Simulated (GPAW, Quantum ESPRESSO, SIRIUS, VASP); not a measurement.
## TiPt3: 4 runs at one level of theory

```
Pt Ti
1.0
     3.89700    0.00000    0.00000
     0.00000    3.89700    0.00000
     0.00000    0.00000    3.89700
Pt Ti
3 1
Direct
  0.50000 0.50000 0.00000
  0.50000 0.00000 0.50000
  0.00000 0.50000 0.50000
  0.00000 0.00000 0.00000
```

Alike in all runs: task single point; functional PBEsol; k mesh 7 × 7 × 7; occupations fermi-dirac, width 0.05 eV; no spin polarisation; no spin-orbit coupling. Pressure is positive in compression and, in plane waves, holds the error of the finite cutoff.

```tsv
program and potentials	plane-wave cutoff (eV)	notes	pressure (GPa)
Quantum ESPRESSO, GBRV 1.5 PBEsol	612	15 valence electrons an atom on average	-0.38
GPAW, PAW data sets generated for this functional	600	15 valence electrons an atom on average	0.39
VASP, PBE PAW files Pt, Ti_sv, 520 eV	520	potentials made for PBE; 10.5 valence electrons an atom on average	0.21
SIRIUS, PseudoDojo 0.4.1 PBEsol standard (scalar relativistic)	1152	16.5 valence electrons an atom on average	?
```

Q: Estimate from the other rows what the run with SIRIUS, PseudoDojo 0.4.1 PBEsol standard (scalar relativistic) gave.

A: Pressure 0.14 GPa. The other rows, which needn't bracket it: pressure -0.38 to 0.39.
